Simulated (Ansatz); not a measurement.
Wanted: the native input for an Ansatz 0.2.0 run.

| Property | Result |
| --- | --- |
| Task | Born charges |
| Functional | PBE |
| Potentials or basis | all-electron PAW datasets made for the crystal |
| Cutoff | 200 eV (chosen from the basis error) |
| k mesh | 8 × 8 × 8 |
| Occupations | fixed |
| Spin | no spin polarisation |

Crystal: BeTe.

```
Te Be
1.0
     0.00000    2.77000    2.77000
     2.77000    0.00000    2.77000
     2.77000    2.77000    0.00000
Te Be
1 1
Direct
  0.75000 0.75000 0.75000
  0.00000 0.00000 0.00000
```

These files were run (other wordings do the same):

input.yaml

```yaml
crystal:
  lattice:
    - [0.0, 2.77, 2.77]
    - [2.77, 0.0, 2.77]
    - [2.77, 2.77, 0.0]
  atoms:
    - { symbol: Te, position: [0.75, 0.75, 0.75] }
    - { symbol: Be, position: [0.0, 0.0, 0.0] }
kpoints:
  mp_grid: { grid: [8, 8, 8] }
scf:
  occupations: { method: fixed }
hamiltonian:
  xc: pbe
  pseudopotentials: { kind: all_electron, datasets: crystal }
output: {}
dielectric: {}
```

Potentials or basis: all-electron PAW datasets made for the crystal.

The run is started by

```console
$ ansatz run input.yaml --threads 1 --pin off --max-ram 3072MiB --backend cpu --events-out ev --progress --plain --runs-dir out
```

It gave:

```json
{
 "Band gap on the k mesh": "1.86 eV, indirect (least direct gap 3.59 eV)"
}
```

Caveat: the program warned that the printed levels may be off, so bands, gaps and densities of states are rough; spin-orbit coupling is left out, which moves the levels of the heavy elements.

Wall time 13 s on 1 thread of AMD EPYC 9R45 96-Core Processor (Zen 5) (shared host), peak memory 0.72 GiB.
